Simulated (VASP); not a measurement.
Here is a VASP 6.6.1 calculation.

INCAR

```
ALGO     = Normal         # electronic algorithm
EDIFF    = 1E-7           # SCF threshold, eV
ENCUT    = 400            # plane-wave cutoff, eV
GGA      = PE             # functional
ISIF     = 2              # what is computed and relaxed
ISMEAR   = 0              # smearing method
LASPH    = T              # aspherical terms in the spheres
LCHARG   = F              # write CHGCAR
LREAL    = F              # projectors in reciprocal space
LWAVE    = F              # write WAVECAR
NBANDS   = 11             # bands
NELM     = 80             # most SCF steps
PREC     = Accurate       # precision mode
SIGMA    = 0.02           # smearing width, eV
```

KPOINTS

```
k-points
0
Gamma
  8 8 8
```

The input POSCAR:

```
AlP
1.0
    0.0000000000      2.7255000000      2.7255000000
    2.7255000000      0.0000000000      2.7255000000
    2.7255000000      2.7255000000      0.0000000000
Al P
1 1
Direct
    0.0000000000      0.0000000000      0.0000000000
    0.2500000000      0.2500000000      0.2500000000
```

Potentials or basis: VASP PAW PBE potentials, release 64 (Al, P).

Launch:

```bash
$ cat potpaw_PBE.64/Al/POTCAR potpaw_PBE.64/P/POTCAR > POTCAR
$ mpirun -np 1 vasp_std > vasp.out
```

**Question.** What does it give for the band gap on the k mesh?

**Answer.** 1.57 eV, indirect (least direct gap 3.35 eV).

**Question.** Predict the pressure.

**Answer.** 2.6 GPa.

**The experiment to reproduce.**

From a printed reference work, data compilation, for a bulk crystal of AlP at 4.2 K: band gap 2.505 eV (indirect).

Against the measured gap of AlP, 2.505 eV (indirect; 4.2 K; a printed reference work, data compilation), the calculated 1.57 eV is off by -0.94 eV. The value is that of PBE on a finite k mesh, which can miss the band edges, without temperature or zero-point motion. Semilocal functionals fall short of measured gaps as a rule.
